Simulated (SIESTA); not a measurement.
**Ga under changes of volume**

One of the cells (18.555 Å³/atom); the others are scaled copies at fixed shape and fractional positions:

```xyz
2
Lattice="2.7968 0.0000 0.0000 0.0000 3.3033 0.0000 -1.3523 0.0000 4.0167" Properties=species:S:1:pos:R:3 pbc="T T T"
Ga   -0.6651    2.4775    3.0935
Ga    2.1096    0.8258    0.9232
```

This isn't the form of Ga at room conditions, which is orthorhombic.

- Program: SIESTA 5.4.2
- Functional: PBEsol
- Potentials or basis: PseudoDojo 0.4 standard (PBEsol files)
- Basis: DZP (energy shift 0.003 Ry; two zetas on semicore shells)
- Grid cutoff: 800 Ry
- Energy shift: 0.003 Ry
- k mesh: 10 × 8 × 7
- Occupations: fermi-dirac, width 0.05 eV
- Spin: no spin polarisation

```tsv
volume (Å³/atom)	energy over the lowest point (meV/atom)	pressure (GPa)	largest force (eV/Å)
17.100	5.78	2.8	0.142
17.463	1.19	1.2	0.146
17.827	0.00	-0.2	0.146
18.555	5.87	-2.2	0.124
18.919	11.83	-3.1	0.127
19.283	?	?	?
```

Problem. What does the run at 19.283 Å³/atom give?

Solution. Energy over the lowest point 19.86 meV/atom; pressure -3.9 GPa; largest force 0.119 eV/Å.

Worked out: A Birch-Murnaghan fit of order 3 (a polynomial in V^(-2/3)) to the other rows has its minimum at 17.78 Å³/atom with B0 = V·E''(V) = 63 GPa (rough, since the energies scatter) at fixed shape and positions, which overstates the stiffness. It gives 19.32 meV/atom at 19.283 Å³/atom, against the run's 19.86, and -dE/dV = -3.6 GPa, against -3.9.

Energies are extrapolated to zero smearing.

Caveats: the basis of atomic orbitals isn't converged, which shifts pressures, moduli and gaps.
